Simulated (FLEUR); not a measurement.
# SnO2 (Cassiterite) (P4_2/mnm) in FLEUR: notebook

Runs on SnO2 (Cassiterite). Level: PBEsol. Tasks: single point.

Program: FLEUR MaX-R8.1 (later development tree). These are calculated values, not measurements. Logs are shortened: lines on timing, memory, paths and dates and some standing lists are left out, and cuts for length are marked.

## 1. The crystal as given

It takes space group P4_2/mnm (No. 136, tetragonal). The conventional cell has a = 4.738 Å, b = 4.738 Å, c = 3.187 Å, α = 90.00°, β = 90.00°, γ = 90.00°. Sn (site symmetry mmm) is surrounded by 6 O at 2.05 to 2.06 Å. O (site symmetry m2m) is surrounded by 3 Sn at 2.05 to 2.06 Å.

## 2. Single point, PBEsol

The input, inp.xml:

```xml
<?xml version="1.0" encoding="UTF-8" standalone="no"?>
<fleurInput fleurInputVersion="0.39">
   <comment>
      SnO2                                                                                                
   </comment>
   <calculationSetup>
      <cutoffs Kmax="4.93" Gmax="15.3" GmaxXC="15.3" numbands="0"/>
      <scfLoop itmax="60" minDistance="0.00001" maxIterBroyd="15" imix="Anderson" alpha="0.05" precondParam="0.0" spinf="2.0" sdNocoIR="T"/>
      <coreElectrons ctail="T" frcor="F" kcrel="0" coretail_lmax="0"/>
      <xcFunctional name="PBEs" relativisticCorrections="F"/>
      <magnetism jspins="1"/>
      <soc l_soc="F" theta="0.0" phi="0.0" spav="F"/>
      <expertModes spex="0" secvar="F"/>
      <geometryOptimization l_f="T" forcealpha="1.0" forcemix="BFGS" epsdisp="0.0005" epsforce="0.0002"/>
      <ldaU l_linMix="F" mixParam="0.05" spinf="1.0"/>
   </calculationSetup>
   <cell>
      <bzIntegration valenceElectrons="68.0" mode="hist" fermiSmearingEnergy="0.00183747">
         <kPointListSelection listName="default-1"/>
         <!-- k-points included here -->
         <xi:include xmlns:xi="http://www.w3.org/2001/XInclude" href="kpts.xml"> </xi:include>
      </bzIntegration>
      <!-- symmetry operations included here -->
      <xi:include xmlns:xi="http://www.w3.org/2001/XInclude" href="sym.xml"> </xi:include>
      <bulkLattice scale="1.0">
         <bravaisMatrix>
            <row-1>    8.9535223783547995     0.0000000000000000     0.0000000000000000</row-1>
            <row-2>    0.0000000000000000     8.9535223783547995     0.0000000000000000</row-2>
            <row-3>    0.0000000000000000     0.0000000000000000     6.0216122960379002</row-3>
         </bravaisMatrix>
      </bulkLattice>
   </cell>
   <atomSpecies>
[... 15 lines left out ...]
      </species>
      <species name="Oxygen (O)" element="O" atomicNumber="8">
         <mtSphere radius="1.46" gridPoints="499" logIncrement="0.021"/>
         <atomicCutoffs lmax="8" lnonsphr="8"/>
         <electronConfig flipSpins="F">
            <coreConfig>(1s1/2)</coreConfig>
            <valenceConfig>(2s1/2) (2p1/2) (2p3/2)</valenceConfig>
            <stateOccupation state="(2p1/2)" spinUp="0.666667" spinDown="0.666667"/>
            <stateOccupation state="(2p3/2)" spinUp="1.333333" spinDown="1.333333"/>
         </electronConfig>
         <energyParameters s="2" p="2" d="3" f="4"/>
         <lo type="SCLO" l="0" n="2" eDeriv="2"/>
         <lo type="SCLO" l="1" n="2" eDeriv="2"/>
         <lo type="SCLO" l="2" n="3" eDeriv="2"/>
      </species>
   </atomSpecies>
   <atomGroups>
      <atomGroup species="Tin (Sn)">
         <relPos label="                   1">1.000/2.000 1.000/2.000 1.000/2.000</relPos>
         <relPos label="                   2">.0000000000 .0000000000 .0000000000</relPos>
         <force calculate="T" relaxXYZ="TTT"/>
      </atomGroup>
      <atomGroup species="Oxygen (O)">
         <relPos label="                   3">-.1929000000 .1929000000 1.000/2.000</relPos>
         <relPos label="                   4">-.3071000000 -.3071000000 .0000000000</relPos>
         <relPos label="                   5">.1929000000 -.1929000000 1.000/2.000</relPos>
         <relPos label="                   6">.3071000000 .3071000000 .0000000000</relPos>
         <force calculate="T" relaxXYZ="TTT"/>
      </atomGroup>
   </atomGroups>
   <output dos="F" band="F" slice="F">
      <checks vchk="F" cdinf="F"/>
      <bandDOS minEnergy="-.5*Htr" maxEnergy="0.5*Htr" sigma="0.015" storeEVData="T"/>
      <vacuumDOS vacdos="F" integ="F" star="F" nstars="0" locx1="0.0" locy1="0.0" locx2="0.0" locy2="0.0" nstm="0" tworkf="0.0"/>
      <unfoldingBand unfoldBand="F" supercellX="1" supercellY="1" supercellZ="1"/>
      <plotting iplot="0" polar="F">
         <plot TwoD="T" vec1="  1.0  0.0  0.0" vec2="  0.0  1.0  0.0" vec3="  0.0  0.0  1.0" zero="  0.0  0.0  0.0" file="plot"/>
      </plotting>
      <chargeDensitySlicing numkpt="0" minEigenval="0.0" maxEigenval="0.0" nnne="0" pallst="F"/>
      <specialOutput eonly="F"/>
      <moessbauerParams electricFieldGradient="T" isomerShift="T" coreHyperfine="T" valenceHyperfine="T"/>
      <magneticCircularDichroism mcd="F" energyLo="-10.0" energyUp="0.0"/>
   </output>
  <!-- We include the file relax.xml here to enable relaxations (see documentation) -->
  <xi:include xmlns:xi="http://www.w3.org/2001/XInclude" href="relax.xml"> <xi:fallback/> </xi:include>
</fleurInput>
```

The input, crystal.txt:

```
SnO2
&input cartesian=F /
4.7380000000  0.0000000000  0.0000000000
0.0000000000  4.7380000000  0.0000000000
0.0000000000  0.0000000000  3.1865000000
1.8897261246
1.0 1.0 1.0

6
50 0.5000000000  0.5000000000  0.5000000000
50 0.0000000000  0.0000000000  0.0000000000
8 0.8071000000  0.1929000000  0.5000000000
8 0.6929000000  0.6929000000  0.0000000000
8 0.1929000000  0.8071000000  0.5000000000
8 0.3071000000  0.3071000000  0.0000000000

&kpt div1=6 div2=6 div3=8 gamma=T /
```

Potentials or basis: all-electron, FLAPW.

The run is started by

```bash
$ inpgen -f crystal.txt -profile fastHighL
$ # inp.xml edited to the form shown
$ mpirun -n 4 fleur_MPI -pe_per_kpt 1
```

Output:

```text
Welcome to FLEUR        (www.flapw.de)
      MaX-Release 8.1          (www.max-centre.eu)

 ========== k-point set info ==========
 Selected k-point list: default-1
 k-point list type: mesh
 6 x 6 x 8
 Number of k points: 50

 ------------Calculation Setup---------------------------
 Number of MPI-tasks      :            4
 Number of PE/node        :            4
 Number of OMP-threads    :            1
 Using exactly            1  PE per kpt
 Using exactly            1  PE per kpt
 Using exactly            1  PE per kpt
 k-points in parallel     :            4
 pe's per k-point         :            1
 No of k-point loops      :           12
 Info/Warning             : your k-point parallelism is not fully load-balanced
 Using exactly            1  PE per kpt
 Eigenvalue solver        :       lapack
 Number of basis functions:         1202
 Approximate size of matrices (H+S) per k-point:         0.022 GB
 --------------------------------------------------------
 Iteration:     1   Distance:      26.25941117 me/bohr^3
 Iteration:     2   Distance:      22.61119100 me/bohr^3
 Iteration:     3   Distance:       8.21526382 me/bohr^3
 Iteration:     4   Distance:       4.56518411 me/bohr^3
 Iteration:     5   Distance:       1.66794931 me/bohr^3
 Iteration:     6   Distance:       0.44283798 me/bohr^3
 Iteration:     7   Distance:       0.30565211 me/bohr^3
 Iteration:     8   Distance:       0.04164208 me/bohr^3
 Iteration:     9   Distance:       0.03240219 me/bohr^3
 Iteration:    10   Distance:       0.00593026 me/bohr^3
 Iteration:    11   Distance:       0.00106104 me/bohr^3
 Iteration:    12   Distance:       0.00071130 me/bohr^3
 Iteration:    13   Distance:       0.00012489 me/bohr^3
 Iteration:    14   Distance:       0.00005848 me/bohr^3
 Iteration:    15   Distance:       0.00001592 me/bohr^3
 Iteration:    16   Distance:       0.00001467 me/bohr^3
 Iteration:    17   Distance:       0.00000971 me/bohr^3

 Reset of history

 ********************************************************************
 Run finished successfully
 Stop message:
   Structural relaxation: new displacements generated
 ********************************************************************
```

It took 3.6 min on 4 MPI ranks of Arm Neoverse V1, shared host.

What came out:

```
Free energy                                           : -344301.2592 eV
Largest force                                         : 0.205 eV/Å
Band gap on the k mesh                                : 1.18 eV, direct
Valence electrons inside the program's atomic spheres : Sn 18.52; O 4.74 (radii Sn 2.02, O 1.46 bohr)
```

Forces in eV/Å, atoms in the order of the input:
```
Sn   0.000  0.000  0.000
Sn   0.000  0.000  0.000
O   -0.145  0.145  0.000
O    0.145  0.145  0.000
O    0.145 -0.145  0.000
O   -0.145 -0.145  0.000
```

Core levels (eV from the Fermi level):
```tsv
atom	levels
1 Sn	1s1/2 -28974.2, 2s1/2 -4367.7, 2p1/2 -4080.0, 2p3/2 -3849.5, 3s1/2 -837.6, 3p1/2 -720.7, 3p3/2 -678.6, 3d3/2 -471.9, 3d5/2 -463.2
2 Sn	1s1/2 -28974.2, 2s1/2 -4367.7, 2p1/2 -4080.0, 2p3/2 -3849.5, 3s1/2 -837.6, 3p1/2 -720.7, 3p3/2 -678.6, 3d3/2 -471.9, 3d5/2 -463.2
3 O	1s1/2 -502.5
4 O	1s1/2 -502.5
5 O	1s1/2 -502.5
6 O	1s1/2 -502.5
```

Caveat: spin-orbit coupling is left out, which moves the levels of the heavy elements.

## 3. Single point, PBEsol (atoms moved at random, drawn with an rms of 0.05 Å)

Changes to inp.xml since step 2:

```diff
@@ -34,3 +34,3 @@
       <species name="Tin (Sn)" element="Sn" atomicNumber="50">
-         <mtSphere radius="2.02" gridPoints="691" logIncrement="0.018"/>
+         <mtSphere radius="2.02" gridPoints="671" logIncrement="0.019"/>
          <atomicCutoffs lmax="8" lnonsphr="8"/>
@@ -50,3 +50,3 @@
       <species name="Oxygen (O)" element="O" atomicNumber="8">
-         <mtSphere radius="1.46" gridPoints="499" logIncrement="0.021"/>
+         <mtSphere radius="1.46" gridPoints="487" logIncrement="0.022"/>
          <atomicCutoffs lmax="8" lnonsphr="8"/>
@@ -66,4 +66,7 @@
       <atomGroup species="Tin (Sn)">
-         <relPos label="                   1">1.000/2.000 1.000/2.000 1.000/2.000</relPos>
-         <relPos label="                   2">.0000000000 .0000000000 .0000000000</relPos>
+         <relPos label="                   1">-.4986440000 -.4904940000 .4974570000</relPos>
+         <force calculate="T" relaxXYZ="TTT"/>
+      </atomGroup>
+      <atomGroup species="Tin (Sn)">
+         <relPos label="                   2">-.0097630000 .0061470000 -.0017750000</relPos>
          <force calculate="T" relaxXYZ="TTT"/>
@@ -71,6 +74,15 @@
       <atomGroup species="Oxygen (O)">
-         <relPos label="                   3">-.1929000000 .1929000000 1.000/2.000</relPos>
-         <relPos label="                   4">-.3071000000 -.3071000000 .0000000000</relPos>
-         <relPos label="                   5">.1929000000 -.1929000000 1.000/2.000</relPos>
-         <relPos label="                   6">.3071000000 .3071000000 .0000000000</relPos>
+         <relPos label="                   3">-.1925760000 .1947060000 -.4944530000</relPos>
+         <force calculate="T" relaxXYZ="TTT"/>
+      </atomGroup>
+      <atomGroup species="Oxygen (O)">
+         <relPos label="                   4">-.3026870000 -.3007810000 .0034190000</relPos>
+         <force calculate="T" relaxXYZ="TTT"/>
+      </atomGroup>
+      <atomGroup species="Oxygen (O)">
+         <relPos label="                   5">.2080690000 -.1877100000 -.4901390000</relPos>
+         <force calculate="T" relaxXYZ="TTT"/>
+      </atomGroup>
+      <atomGroup species="Oxygen (O)">
+         <relPos label="                   6">.3084520000 .3064930000 -.0123700000</relPos>
          <force calculate="T" relaxXYZ="TTT"/>
```

The input, crystal.txt:

```
SnO2
&input cartesian=F /
4.7380000000  0.0000000000  0.0000000000
0.0000000000  4.7380000000  0.0000000000
0.0000000000  0.0000000000  3.1865000000
1.8897261246
1.0 1.0 1.0

6
50 0.5013560000  0.5095060000  0.4974570000
50 -0.0097630000  0.0061470000  -0.0017750000
8 0.8074240000  0.1947060000  0.5055470000
8 0.6973130000  0.6992190000  0.0034190000
8 0.2080690000  0.8122900000  0.5098610000
8 0.3084520000  0.3064930000  -0.0123700000

&kpt div1=6 div2=6 div3=8 gamma=T /
```

Potentials or basis: all-electron, FLAPW.

The run is started by

```bash
$ inpgen -f crystal.txt -profile fastHighL
$ # inp.xml edited to the form shown
$ mpirun -n 4 fleur_MPI -pe_per_kpt 1
```

It took 30 min on 4 MPI ranks of Arm Neoverse V1, shared host.

Results (log left out):

* Free energy: -344301.1554 eV
* Largest force: 1.689 eV/Å
* Band gap on the k mesh: 1.07 eV, direct
* Valence electrons inside the program's atomic spheres: Sn 18.52; O 4.74, 4.75, 4.73, 4.72 (radii Sn 2.02, O 1.46 bohr)

Forces on the atoms (eV/Å):
```
Sn  -0.245 -0.804 -0.067
Sn   1.592 -0.208  0.524
O   -0.443  0.512 -0.424
O    0.013 -0.295 -0.133
O   -0.996  0.653 -0.397
O    0.078  0.143  0.497
```

Levels at points of the mesh, in eV from the valence-band top:
| k point | band 31 | band 32 | band 33 | band 34 | band 35 | band 36 | band 37 | band 38 |
| --- | --- | --- | --- | --- | --- | --- | --- | --- |
| (0.00, 0.00, 0.00) | -1.22 | -0.87 | -0.84 | 0.00 | 1.07 | 5.94 | 6.10 | 6.23 |
| (0.00, 0.00, 0.50) | -1.86 | -1.78 | -1.27 | -1.21 | 5.95 | 6.09 | 9.34 | 9.55 |
| (0.00, 0.50, 0.00) | -1.24 | -1.21 | -0.71 | -0.65 | 4.25 | 4.35 | 6.91 | 6.99 |
| (0.00, 0.50, 0.50) | -1.21 | -1.19 | -0.72 | -0.70 | 6.23 | 6.33 | 7.76 | 7.93 |
| (0.50, 0.00, 0.00) | -1.37 | -1.10 | -0.89 | -0.45 | 4.24 | 4.33 | 6.81 | 6.96 |
| (0.50, 0.00, 0.50) | -1.17 | -1.09 | -0.78 | -0.77 | 6.18 | 6.41 | 7.79 | 7.94 |
| (0.50, 0.50, 0.00) | -1.38 | -1.32 | -0.96 | -0.94 | 4.73 | 4.77 | 7.29 | 7.42 |
| (0.50, 0.50, 0.50) | -1.13 | -1.11 | -0.77 | -0.76 | 4.58 | 4.63 | 8.69 | 8.73 |

Core levels (eV from the Fermi level):
| atom | levels |
| --- | --- |
| 1 Sn | 1s1/2 -28974.3, 2s1/2 -4367.8, 2p1/2 -4080.1, 2p3/2 -3849.6, 3s1/2 -837.7, 3p1/2 -720.8, 3p3/2 -678.7, 3d3/2 -471.9, 3d5/2 -463.2 |
| 2 Sn | 1s1/2 -28974.3, 2s1/2 -4367.8, 2p1/2 -4080.1, 2p3/2 -3849.6, 3s1/2 -837.7, 3p1/2 -720.8, 3p3/2 -678.7, 3d3/2 -471.9, 3d5/2 -463.3 |
| 3 O | 1s1/2 -502.7 |
| 4 O | 1s1/2 -502.7 |
| 5 O | 1s1/2 -502.4 |
| 6 O | 1s1/2 -502.4 |

Caveat: spin-orbit coupling is left out, which moves the levels of the heavy elements.
